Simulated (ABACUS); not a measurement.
Runs of ABACUS 3.10.1 on GaN. It takes space group F-43m (No. 216, cubic). The conventional cell has a = 4.507 Å, b = 4.507 Å, c = 4.507 Å, α = 90.00°, β = 90.00°, γ = 90.00°. Ga (site symmetry -43m) has 4 N at 1.95 Å as nearest neighbours. N (site symmetry -43m) is surrounded by 4 Ga at 1.95 Å. The cell is a database's computed one.

| level | V0 of scaled cells (Å³/atom) | B0 (GPa) |
| --- | --- | --- |
| WC | (b) | 185 |
| SCAN | 11.31 | 191 |
| TPSS | 11.71 | 179 |
| RPBE | (a) | 162 |
| LDA | 11.18 | 196 |
| PBEsol | 11.46 | 186 |

Alike in all rows: task equation of state; potentials or basis SG15 ONCV 1.2 PBE, plane waves; no spin polarisation; cell as given; k mesh 7 × 7 × 7; cutoff (eV) 1143; smearing fermi-dirac 0.05 eV.

**Question.** Fill in the values left out.

**Answer.** (a) 12.05; (b) 11.48.

Caveats: the potentials were made for another functional, which shifts forces and pressure.

Runs at the PBE level aren't shown here.
